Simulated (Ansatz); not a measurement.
Straining Al$_{2}$Ru

All numbers below come from DFT r2SCAN, scalar-relativistic, plane waves, PAW (Ansatz). (500 eV cutoff, 12×12×4 k-mesh, Gaussian smearing of 0.10 eV, no spin polarisation)

Starting point, cell and atoms relaxed:

```xyz
6
Lattice="3.1218 0.0000 0.0000 0.0000 3.1218 0.0000 0.0000 0.0000 8.4450" Properties=species:S:1:pos:R:3 pbc="T T T"
Al    1.5609    1.5609    1.3435
Al    0.0000    0.0000    2.8789
Al    0.0000    0.0000    5.5660
Al    1.5609    1.5609    7.1014
Ru    0.0000    0.0000    0.0000
Ru    1.5609    1.5609    4.2225
```

Deformation: biaxial strain in the a-b plane, with the length and tilt of c and the atoms relaxed, all within the symmetry that the strain leaves. Energies are extrapolated to zero smearing. Stress is positive in compression, on the Cartesian axes of the cell above. Gaps are generalised Kohn–Sham gaps over the whole zone.

| strain (%) | ΔE (meV/atom) | a (Å) | b (Å) | c (Å) | σxx (GPa) | σyy (GPa) | σzz (GPa) | gap (eV) |
| --- | --- | --- | --- | --- | --- | --- | --- | --- |
| -3.0 | 28.2 | 3.028 | 3.028 | 8.674 | 11.31 | 11.31 | -0.01 | 0.06 |
| -2.0 | 12.3 | 3.059 | 3.059 | 8.591 | 7.35 | 7.35 | 0.00 | 0.03 |
| -1.0 | ? | 3.091 | 3.091 | ? | ? | ? | ? | ? |
| +0.0 | 0.0 | 3.122 | 3.122 | 8.445 | 0.00 | 0.00 | -0.03 | metal |
| +1.0 | 2.9 | 3.153 | 3.153 | 8.381 | -3.36 | -3.36 | 0.00 | metal |
| +2.0 | 11.5 | 3.184 | 3.184 | 8.322 | -6.48 | -6.48 | 0.01 | metal |
| +3.0 | ? | 3.215 | 3.215 | ? | ? | ? | ? | ? |

(1) Fill in the row at -1.0 %.

(2) Fill in the row at +3.0 %.

## Answers

(1) ΔE 3.0 meV/atom; c 8.515 Å; σxx 3.58 GPa; σyy 3.58 GPa; σzz 0.00 GPa; gap metal.

(2) ΔE 25.3 meV/atom; c 8.267 Å; σxx -9.31 GPa; σyy -9.31 GPa; σzz 0.00 GPa; gap metal.